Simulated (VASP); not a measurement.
# TiTe2 (P-3m1) in VASP: notebook, part 2 of 2

VASP 6.6.1. The steps go on from the part before.

**3. Relaxation of cell and atoms, rev-vdW-DF2**

This run uses another cell than the first one, of 26.53 Å³/atom, 0.991 times its volume.

Input file INCAR:

```
AGGAC = 0.0
ALGO = Normal
EDIFF = 1E-7
EDIFFG = -0.005
ENCUT = 600
GGA = MK
IBRION = 2
ISIF = 3
ISMEAR = 1
LASPH = T
LCHARG = F
LREAL = F
LUSE_VDW = T
LWAVE = F
NELM = 80
NSW = 90
PARAM1 = 0.1234
PARAM2 = 0.711357
PREC = Accurate
SIGMA = 0.1
ZAB_VDW = -1.8867
```

Input file KPOINTS:

```
k-points
0
Gamma
  12 12 6
```

Input file POSCAR:

```
TiTe2                                   
1.0
    3.7522968841      0.0000000000      0.0000000000
   -1.8761484421      3.2495844241      0.0000000000
    0.0000000000      0.0000000000      6.5272804599
  Ti              Te            
     1     2
Direct
     0.0000000000000000    0.0000000000000000    0.0000000000000000
     0.6666666699999979    0.3333333300000021    0.2637529698516102
     0.3333333300000021    0.6666666699999979    0.7362470301483898
```

Potentials or basis: VASP PAW PBE potentials, release 64 (Ti_sv, Te).

On the command line:

```bash
cat potpaw_PBE.64/Ti_sv/POTCAR potpaw_PBE.64/Te/POTCAR > POTCAR
mpirun -np 1 vasp_std > vasp.out
```

OUTCAR:

```text
EDIFF = 1E-7
   EDIFFG = -0.005
   ENCUT = 600
   GGA = MK
   IBRION = 2
   ISIF = 3
   ISMEAR = 1
   LASPH = T
   LREAL = F
   NELM = 80
   NSW = 90
   PREC = Accurate

 ion  position               nearest neighbor table
   1  0.000  0.000  0.000-   2 2.77   3 2.77   3 2.77   2 2.77   2 2.77   3 2.77
   2  0.667  0.333  0.264-   1 2.77   1 2.77   1 2.77
   3  0.333  0.667  0.736-   1 2.77   1 2.77   1 2.77

  LATTYP: Found a hexagonal cell.
 ALAT       =     3.7522968841
 C/A-ratio  =     1.7395426485

  Lattice vectors:

 A1 = (   3.7522968841,   0.0000000000,   0.0000000000)
 A2 = (  -1.8761484421,   3.2495844241,   0.0000000000)
 A3 = (   0.0000000000,   0.0000000000,   6.5272804599)

Analysis of symmetry for initial positions (statically):
=====================================================================
 Subroutine PRICEL returns:
 Original cell was already a primitive cell.

 Routine SETGRP: Setting up the symmetry group for a
 hexagonal supercell.

 Subroutine GETGRP returns: Found 12 space group operations
 (whereof 12 operations were pure point group operations)
 out of a pool of 24 trial point group operations.

The static configuration has the point symmetry D_3d.

Analysis of symmetry for dynamics (positions and initial velocities):
=====================================================================
 Subroutine PRICEL returns:
 Original cell was already a primitive cell.

 Routine SETGRP: Setting up the symmetry group for a
 hexagonal supercell.

 Subroutine GETGRP returns: Found 12 space group operations
 (whereof 12 operations were pure point group operations)
 out of a pool of 24 trial point group operations.

The dynamic configuration has the point symmetry D_3d.

 Subroutine INISYM returns: Found 12 space group operations
 (whereof 12 operations are pure point group operations),
 and found     1 'primitive' translations

----------------------------------------------------------------------------------------

                                     Primitive cell

  volume of cell :      79.5898

  direct lattice vectors                    reciprocal lattice vectors
     3.752296884  0.000000000  0.000000000     0.266503433  0.153865829  0.000000000
    -1.876148442  3.249584424  0.000000000     0.000000000  0.307731657  0.000000000
     0.000000000  0.000000000  6.527280460     0.000000000  0.000000000  0.153203161

  length of vectors
     3.752296884  3.752296884  6.527280460     0.307731657  0.307731657  0.153203161

  position of ions in fractional coordinates (direct lattice)
     0.000000000  0.000000000  0.000000000
     0.666666670  0.333333330  0.263752970
     0.333333330  0.666666670  0.736247030

  ion indices of the primitive-cell ions
   primitive index   ion index
                 1           1
                 2           2
                 3           3

----------------------------------------------------------------------------------------

 KPOINTS: k-points

Automatic generation of k-mesh.
 Grid dimensions read from file:
 generate k-points for:   12   12    6

 Generating k-lattice:
[... 44 lines left out ...]
   k-points           NKPTS =    100   k-points in BZ     NKDIM =    100   number of bands    NBANDS=     16
   number of dos      NEDOS =    301   number of ions     NIONS =      3
   total plane-waves  NPLWV =  48600
   dimension x,y,z NGX =    30 NGY =   30 NGZ =   54
   dimension x,y,z NGXF=    60 NGYF=   60 NGZF=  108
   ions per type =               1   2
   NGX,Y,Z   is equivalent  to a cutoff of  13.29, 13.29, 13.75 a.u.
   NGXF,Y,Z  is equivalent  to a cutoff of  26.58, 26.58, 27.51 a.u.
 SYSTEM =  unknown system
   PREC   = accura    normal or accurate (medium, high low for compatibility)
   ISTART =      0    job   : 0-new  1-cont  2-samecut
   ICHARG =      2    charge: 1-file 2-atom 10-const
   ISPIN  =      1    spin polarized calculation?
   LNONCOLLINEAR =      F non collinear calculations
   LSORBIT =      F    spin-orbit coupling
   LASPH  =      T    aspherical Exc in radial PAW
   ENCUT  =  600.0 eV  44.10 Ry    6.64 a.u.   7.49  7.49 13.04*2*pi/ulx,y,z
   NELM   =     80;   NELMIN=  2; NELMDL= -5     # of ELM steps
   EDIFF  = 0.1E-06   stopping-criterion for ELM
   LREAL  =      F    real-space projection
   EDIFFG = -.5E-02   stopping-criterion for IOM
   NSW    =     90    number of steps for IOM
   IBRION =      2    ionic relax: 0-MD 1-quasi-New 2-CG
   NFREE  =      1    steps in history (QN), initial steepest desc. (CG)
   ISIF   =      3    stress and relaxation
   ISYM   =      2    0-nonsym 1-usesym 2-fastsym
   POTIM  = 0.5000    time-step for ionic-motion
   TEBEG  =    0.0;   TEEND  =   0.0 temperature during run
   PSTRESS=    0.0 pullay stress
   NELECT =      24.0000    total number of electrons
   NUPDOWN=      -1.0000    fix difference up-down
   EMIN   =  10.00;   EMAX   =-10.00  energy-range for DOS
   EFERMI =   0.00;   METHOD = LEGACY
   ISMEAR =     1;   SIGMA  =   0.10  broadening in eV -4-tet -1-fermi 0-gaus
   EFERMI_NEDOS =   21; number of points for ismear=-14 and -15
   IALGO  =     38    algorithm
   IMIX   =      4    mixing-type and parameters
     AMIX     =   0.40;   BMIX     =  1.00
     AMIX_MAG =   1.60;   BMIX_MAG =  1.00
  volume/ion in A,a.u.               =      26.53       179.03
  Fermi-wavevector in a.u.,A,eV,Ry     =   1.097807  2.074555 16.397484  1.205181
  Thomas-Fermi vector in A             =   2.234174
   LORBIT       =      0    0 simple, 1 ext, 2 COOP (PROOUT), +10 PAW based schemes
   GGA     = MK    functional components
   LHFCALC =     F    Hartree Fock is set to
   AEXX    =    0.0000 exact exchange contribution
   IVDW_NL    =     1    kernel type
   BPARAM     = 6.3000
   IVDW    =     0    specifies the selected vdW correction
   LEPSILON=     F    determine dielectric tensor
   LRPA    =     F    only Hartree local field effects (RPA)
 conjugate gradient relaxation of ions
 non-spin polarized calculation
 Methfessel and Paxton  Order N= 1 SIGMA  =   0.10
  energy-cutoff  :      600.00
  volume of cell :       79.59
 maximum number of plane-waves:      2714
 NGX is ok and might be reduce to    30
   NGX = 15   NGY = 15   NGZ = 27

--------------------------------------- Ionic step        1  -------------------------------------------

 number of electron      24.0000003 magnetization

 Free energy of the ion-electron system (eV)
  ---------------------------------------------------
  ext. energy  EPLUGINS =         0.00000000
  ---------------------------------------------------
  free energy    TOTEN  =       -10.46306131 eV

  energy without entropy =      -10.46308722  energy(sigma->0) =      -10.46306995

------------------------ aborting loop because EDIFF is reached ----------------------------------------

  FORCE on cell =-STRESS in cart. coord.  units (eV):
  Direction    XX          YY          ZZ          XY          YZ          ZX
  --------------------------------------------------------------------------------------
  -------------------------------------------------------------------------------------
  Total        0.0005834      0.0005834     -0.0136138     -0.0000000      0.0000000      0.0000000
  in kB        0.0117444      0.0117444     -0.2740517     -0.0000000      0.0000000      0.0000000
  external PRESSURE =      -0.0835209 kB  Pullay stress =       0.0000000 kB
[... 65 lines left out ...]
--------------------------------------- Ionic step        3  -------------------------------------------

 number of electron      24.0000003 magnetization

 Free energy of the ion-electron system (eV)
  ---------------------------------------------------
  ext. energy  EPLUGINS =         0.00000000
  ---------------------------------------------------
  free energy    TOTEN  =       -10.46307856 eV

  energy without entropy =      -10.46308938  energy(sigma->0) =      -10.46308217

 E-fermi :   6.8776     XC(G=0):  -9.9489

 val. band max:        6.8709646586   @ k =   0.3333   0.0000   0.5000
 cond. band min:       6.8929445025   @ k =   0.2500   0.0000   0.1667
 fundamental gap:      0.0219798439
 Fermi energy:         6.8775726522

 k-point     1 :       0.0000    0.0000    0.0000
  band No.  band energies     occupation
      1     -50.4189      2.00000
      2     -26.7986      2.00000
      3     -26.7986      2.00000
      4     -26.7580      2.00000
      5      -5.6171      2.00000
      6      -4.1371      2.00000
[... 433 lines left out ...]
      3     -26.8012      2.00000
      4     -26.7554      2.00000
      5      -5.2401      2.00000
      6      -4.1047      2.00000
[... 8 lines left out ...]
     15       8.0767     -0.00000
     16       9.5001      0.00000

 [... further k-points ...]

------------------------ aborting loop because EDIFF is reached ----------------------------------------

  FORCE on cell =-STRESS in cart. coord.  units (eV):
  Direction    XX          YY          ZZ          XY          YZ          ZX
  --------------------------------------------------------------------------------------
  -------------------------------------------------------------------------------------
  Total        0.0067004      0.0067004      0.0047139     -0.0000000      0.0000000      0.0000000
  in kB        0.1349909      0.1349909      0.0949688     -0.0000000      0.0000000      0.0000000
  external PRESSURE =       0.1216502 kB  Pullay stress =       0.0000000 kB
[... 22 lines left out ...]
  energy  without entropy=      -10.4630893850  energy(sigma->0) =      -10.46308217

Total vdW correction in eV:      3.9955017

 reached required accuracy - stopping structural energy minimisation
```

OSZICAR:

```text
N       E                     dE             d eps       ncg     rms          rms(c)
DAV:   1     0.193415474077E+03    0.19342E+03   -0.11894E+04  3200   0.156E+03
DAV:   2     0.628548703874E+01   -0.18713E+03   -0.18583E+03  3384   0.357E+02
DAV:   3    -0.121481771043E+02   -0.18434E+02   -0.17938E+02  5568   0.968E+01
[... 26 lines left out ...]
DAV:   4    -0.104630770030E+02    0.12662E-04   -0.96139E-05  4608   0.807E-02    0.211E-02
DAV:   5    -0.104630776499E+02   -0.64687E-06   -0.41923E-06  3712   0.170E-02    0.141E-02
DAV:   6    -0.104630782059E+02   -0.55601E-06   -0.15459E-06  5328   0.778E-03    0.814E-03
DAV:   7    -0.104630785321E+02   -0.32621E-06   -0.76733E-07  4336   0.611E-03    0.263E-03
DAV:   8    -0.104630785580E+02   -0.25867E-07   -0.42442E-08  1760   0.141E-03
   3 F= -.10463079E+02 E0= -.10463082E+02  d E =-.172476E-04
```

CONTCAR:

```text
TiTe2
   1.00000000000000
     3.7524376981064025   -0.0000000000000022    0.0000000000000000
    -1.8762188491032048    3.2497063726067457   -0.0000000000000000
    -0.0000000000000000    0.0000000000000000    6.5215646026812211
  Ti              Te
     1     2
Direct
     0.0000000000000000    0.0000000000000000    1.0000000000000000
     0.6666666699999979    0.3333333300000021    0.2639466583886660
     0.3333333300000021    0.6666666699999979    0.7360533416113338

  0.00000000E+00  0.00000000E+00  0.00000000E+00
  0.00000000E+00  0.00000000E+00  0.00000000E+00
  0.00000000E+00  0.00000000E+00  0.00000000E+00
```

Run time: 7.7 min. Hardware: 1 thread of Intel Xeon Platinum 8259CL at 2.50GHz (Skylake/Cascade Lake), shared host; peak memory 0.61 GiB.

Results:

- Free energy: -10.4631 eV
- Relaxed volume: 26.51 Å³/atom
- Relaxed cell: a = 3.752 Å, b = 3.752 Å, c = 6.522 Å, α = 90.00°, β = 90.00°, γ = 120.00°
- Space group after relaxing (to 0.05 Å): P-3m1 (No. 164)
- Energy gained by relaxing: 0.0 meV/atom
- Ionic steps: 3
- Pressure after relaxing: 0.0 GPa
- Largest force after relaxing: 0.005 eV/Å
- Band gap on the k mesh: none (metal or under the smearing width)

Forces in eV/Å, atoms in the order of the input:
```
Ti   0.000  0.000  0.000
Te   0.000  0.000  0.005
Te   0.000  0.000 -0.005
```

Final structure:
```cif
data_structure
_symmetry_space_group_name_H-M 'P 1'
_symmetry_Int_Tables_number 1
_cell_length_a 3.7524
_cell_length_b 3.7524
_cell_length_c 6.5216
_cell_angle_alpha 90.000
_cell_angle_beta 90.000
_cell_angle_gamma 120.000
_cell_volume 79.53
loop_
_atom_site_label
_atom_site_type_symbol
_atom_site_fract_x
_atom_site_fract_y
_atom_site_fract_z
_atom_site_occupancy
Ti1 Ti 0.00000 0.00000 0.00000 1
Te1 Te 0.66667 0.33333 0.26395 1
Te2 Te 0.33333 0.66667 0.73605 1
```

Caveat: the PAW data sets were made with another functional, which shifts forces and pressure a little. Spin-orbit coupling is left out, which matters for the levels of Te.

**4. Relaxation of cell and atoms, PBE+D3(BJ)**

Input file INCAR:

```
PREC = Accurate
ENCUT = 600
EDIFF = 1E-6
ISMEAR = 0
SIGMA = 0.03
LREAL = F
LASPH = T
NELM = 80
ALGO = Normal
ISIF = 3
LWAVE = F
LCHARG = F
GGA = PE
IVDW = 12
IBRION = 2
NSW = 90
EDIFFG = -0.01
```

Input file KPOINTS:

```
regular mesh
0
Gamma
  9 9 4
```

Input file POSCAR:

```
TiTe2
1.0
    3.7770000000      0.0000000000      0.0000000000
   -1.8885000000      3.2709779500      0.0000000000
    0.0000000000      0.0000000000      6.4980000000
Ti Te
1 2
Direct
    0.0000000000      0.0000000000      0.0000000000
    0.6666666700      0.3333333300      0.2628000000
    0.3333333300      0.6666666700      0.7372000000
```

On the command line:

```bash
cat potpaw_PBE.64/Ti_sv/POTCAR potpaw_PBE.64/Te/POTCAR > POTCAR
mpirun -np 1 vasp_std > vasp.out
```

Wall time 5 min (1 thread of Intel Xeon 6975P-C (Granite Rapids), shared host); peak memory 0.28 GiB.

It converged, with:

- Free energy: -17.7200 eV
- Relaxed volume: 25.11 Å³/atom
- Relaxed cell: a = 3.702 Å, b = 3.702 Å, c = 6.347 Å, α = 90.00°, β = 90.00°, γ = 120.00°
- Space group after relaxing (to 0.05 Å): P-3m1 (No. 164)
- Energy gained by relaxing: 12.4 meV/atom
- Ionic steps: 15
- Pressure after relaxing: 0.0 GPa
- Band gap on the k mesh: none (metal or under the smearing width)
- Dispersion energy per atom: -0.524 eV

The path:
```csv
step,energy change (eV),largest force (eV/Å),pressure (GPa),volume (Å³)
1,0.0000,0.0326,-2.06,80.28
2,-0.0148,0.4557,1.15,76.34
3,-0.0186,0.3204,0.09,77.53
4,-0.0274,0.2282,0.06,76.90
5,-0.0324,0.0865,0.05,76.10
6,-0.0325,0.0636,0.05,75.96
7,-0.0348,0.0240,-0.14,75.95
8,-0.0363,0.0264,-0.37,75.93
9,-0.0367,0.0596,0.28,75.15
10,-0.0370,0.0254,0.02,75.46
11,-0.0370,0.0240,0.01,75.47
12,-0.0370,0.0230,0.01,75.48
13,-0.0371,0.0146,-0.02,75.42
14,-0.0371,0.0108,0.00,75.27
15,-0.0371,0.0008,0.02,75.33
```

Final structure:
```cif
data_structure
_symmetry_space_group_name_H-M 'P 1'
_symmetry_Int_Tables_number 1
_cell_length_a 3.7019
_cell_length_b 3.7019
_cell_length_c 6.3470
_cell_angle_alpha 90.000
_cell_angle_beta 90.000
_cell_angle_gamma 120.000
_cell_volume 75.33
loop_
_atom_site_label
_atom_site_type_symbol
_atom_site_fract_x
_atom_site_fract_y
_atom_site_fract_z
_atom_site_occupancy
Ti1 Ti 0.00000 0.00000 0.00000 1
Te1 Te 0.66667 0.33333 0.27210 1
Te2 Te 0.33333 0.66667 0.72790 1
```

Levels at points of the mesh, in eV from the Fermi level:
```tsv
k point	band 8	band 9	band 10	band 11	band 12	band 13	band 14	band 15	band 16
(0.00, 0.00, 0.00)	-1.64	-1.64	0.25	0.43	0.43	0.77	1.25	1.25	3.06
(0.00, 0.00, 0.50)	-3.03	-1.54	-1.54	0.42	0.42	0.80	0.80	1.10	3.65
```

The run has no spin-orbit coupling, so splittings on Te are missing.

**5. Relaxation of cell and atoms, PBE+D3(BJ)**

This run uses another cell than the first one, of 25.11 Å³/atom, 0.938 times its volume.

Edit INCAR of step 4 so:

```diff
@@ -2,3 +2,3 @@
 ENCUT = 600
-EDIFF = 1E-6
+EDIFF = 1E-7
 ISMEAR = 0
@@ -16,2 +16,2 @@
 NSW = 90
-EDIFFG = -0.01
+EDIFFG = -0.005
```

KPOINTS is that of step 4.

Input file POSCAR:

```
TiTe2                                   
1.0
    3.7019335043      0.0000000000      0.0000000000
   -1.8509667522      3.2059684578     -0.0000000000
   -0.0000000000      0.0000000000      6.3469971762
  Ti              Te            
     1     2
Direct
     0.0000000000000000    0.0000000000000000    0.0000000000000000
     0.6666666699999979    0.3333333300000021    0.2721026046732675
     0.3333333300000021    0.6666666699999979    0.7278973953267325
```

On the command line:

```bash
cat potpaw_PBE.64/Ti_sv/POTCAR potpaw_PBE.64/Te/POTCAR > POTCAR
mpirun -np 1 vasp_std > vasp.out
```

Run time: 38 s. Hardware: 1 thread of Intel Xeon 6975P-C (Granite Rapids), shared host; peak memory 0.26 GiB.

The run converged. Its results:

```yaml
Free_energy: -17.7194 eV
Pressure_after_relaxing: 0.0 GPa
Band_gap_on_the_k_mesh: none (metal or under the smearing width)
Dispersion_energy_per_atom: -0.524 eV
```

Final structure:
```yaml
crystal:
  lattice:
    - [3.70193, 0.00000, 0.00000]
    - [-1.85097, 3.20597, 0.00000]
    - [0.00000, 0.00000, 6.34700]
  atoms:
    - { symbol: Ti, position: [0.00000, 0.00000, 0.00000] }
    - { symbol: Te, position: [0.66667, 0.33333, 0.27210] }
    - { symbol: Te, position: [0.33333, 0.66667, 0.72790] }
```

Levels at points of the mesh, in eV from the Fermi level:
| k point | band 8 | band 9 | band 10 | band 11 | band 12 | band 13 | band 14 | band 15 | band 16 |
| --- | --- | --- | --- | --- | --- | --- | --- | --- | --- |
| (0.00, 0.00, 0.00) | -1.64 | -1.64 | 0.25 | 0.43 | 0.43 | 0.77 | 1.25 | 1.25 | 3.06 |
| (0.00, 0.00, 0.50) | -3.03 | -1.54 | -1.54 | 0.42 | 0.42 | 0.80 | 0.80 | 1.10 | 3.65 |

Caveat: the relaxation stopped at its first step, so nothing moved. Spin-orbit coupling is left out, which matters for the levels of Te.
